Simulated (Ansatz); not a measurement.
Runs of Ansatz 0.2.0 on Os. Symmetry: P6_3/mmc, No. 194, hexagonal system. Conventional cell: a = 2.734 Å, b = 2.734 Å, c = 4.320 Å, α = 90.00°, β = 90.00°, γ = 120.00°. Os (site symmetry -6m2) is surrounded by 12 Os at 2.68 to 2.73 Å. 

```csv
task,level,potentials or basis,spin,cell,k mesh,cutoff (eV),pressure (GPa),relaxed volume (Å³/atom)
relaxation of cell and atoms,RPBE+D4,"all-electron LAPW, scalar-relativistic",off,relaxed,11 × 11 × 6,-,0.0,13.95
relaxation of cell and atoms,LDA,"all-electron LAPW, scalar-relativistic",off,relaxed,11 × 11 × 6,-,0.0,(a)
relaxation of cell and atoms,PBEsol+D4,"all-electron LAPW, scalar-relativistic",off,relaxed,11 × 11 × 6,-,0.0,(b)
band structure,PBEsol,"all-electron LAPW, relativistic spinors","SOC, no magnetisation",as given,8 × 8 × 5,295,-3.0,-
band structure,RPBE,"all-electron LAPW, scalar-relativistic",off,as given,11 × 11 × 6,295,12.9,-
```

Alike in all rows: smearing fermi-dirac 0.05 eV; basis error allowed 0.001 eV/atom.

Task: Estimate the missing entries.

Result: (a) 13.70; (b) 13.76.

Caveats: the k mesh is thin for a metal, which can move the energy by tens of meV per atom (some runs).

The runs don't all hold the same shells in valence.

Runs at the PBE level aren't shown here.
